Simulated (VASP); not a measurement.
## SnO2: band structure with TPSS

The system is SnO2.

```
CELL_PARAMETERS angstrom
-2.00007 2.00007 5.12368
2.00007 -2.00007 5.12368
2.00007 2.00007 -5.12368
ATOMIC_POSITIONS crystal
Sn 0.00000 0.00000 0.00000
Sn 0.75000 0.25000 0.50000
O 0.54652 0.04652 0.50000
O 0.20348 0.20348 0.00000
O 0.95348 0.45348 0.50000
O 0.79652 0.79652 0.00000
```

Measurements of this composition are mostly on another form, of space group No. 136.

```
Program                : VASP 6.6.1
Task                   : band structure
Functional             : TPSS
Potentials or basis    : VASP PAW PBE potentials, release 64 (Sn_d, O)
Cutoff                 : 520 eV
k mesh                 : 9 × 9 × 9
Occupations            : fermi-dirac, width 0.05 eV
Spin                   : no spin polarisation
Further INCAR settings : ALGO = Normal; EDIFF = 1e-06; NBANDS = 35
```

- Pressure: 5.7 GPa
- Largest force: 0.056 eV/Å
- Band gap on the k mesh: 1.82 eV, indirect (least direct gap 2.21 eV)
- Band gap along the path: 1.82 eV, indirect (least direct gap 2.21 eV)

Forces on the atoms (eV/Å):
```
Sn   0.000  0.000  0.000
Sn   0.000  0.000  0.000
O    0.000  0.000 -0.056
O    0.000  0.000  0.056
O    0.000  0.000  0.056
O    0.000  0.000 -0.056
```

Stress tensor (GPa, compression positive):
```
5.79 0.00 0.00
0.00 5.79 0.00
0.00 0.00 5.47
```

Levels at the corners of the path, in eV from the valence-band top:
```csv
point,band 23,band 24,band 25,band 26,band 27,band 28,band 29,band 30
Γ,-0.65,-0.65,-0.39,-0.39,1.82,5.85,9.91,10.15
X,-0.78,-0.78,-0.04,-0.04,7.63,7.63,7.95,7.95
X,-0.78,-0.78,-0.04,-0.04,7.63,7.63,7.95,7.95
Y,-0.54,-0.54,-0.07,-0.07,7.09,7.09,8.31,8.31
Y,-0.54,-0.54,-0.07,-0.07,7.09,7.09,8.31,8.31
S,-0.70,-0.68,-0.40,-0.38,5.13,6.50,7.96,8.86
S,-0.70,-0.68,-0.40,-0.38,5.13,6.50,7.96,8.86
Γ,-0.65,-0.65,-0.39,-0.39,1.82,5.85,9.91,10.15
Γ,-0.65,-0.65,-0.39,-0.39,1.82,5.85,9.91,10.15
Z,-1.02,-1.02,-0.28,-0.28,4.49,4.49,8.11,8.11
Z,-1.02,-1.02,-0.28,-0.28,4.49,4.49,8.11,8.11
S1,-0.70,-0.68,-0.40,-0.38,5.13,6.50,7.96,8.86
S1,-0.70,-0.68,-0.40,-0.38,5.13,6.50,7.96,8.86
N,-0.79,-0.77,-0.55,-0.35,5.20,6.54,8.26,8.95
N,-0.79,-0.77,-0.55,-0.35,5.20,6.54,8.26,8.95
P,-0.65,-0.65,0.00,0.00,7.57,7.57,8.27,8.27
P,-0.65,-0.65,0.00,0.00,7.57,7.57,8.27,8.27
Y1,-0.54,-0.54,-0.07,-0.07,7.09,7.09,8.31,8.31
Y1,-0.54,-0.54,-0.07,-0.07,7.09,7.09,8.31,8.31
Z,-1.02,-1.02,-0.28,-0.28,4.49,4.49,8.11,8.11
X,-0.78,-0.78,-0.04,-0.04,7.63,7.63,7.95,7.95
P,-0.65,-0.65,0.00,0.00,7.57,7.57,8.27,8.27
```

Run time: 57 min on 1 thread of AMD EPYC 9R45 96-Core Processor (Zen 5), with other jobs on the host, peak memory 0.46 GiB.

Caveat: the PAW data sets were made with another functional, which shifts forces and pressure a little; spin-orbit coupling is left out, which moves the levels of the heavy elements. TPSS opens gaps a little over a GGA but as a rule still falls short of measured ones.
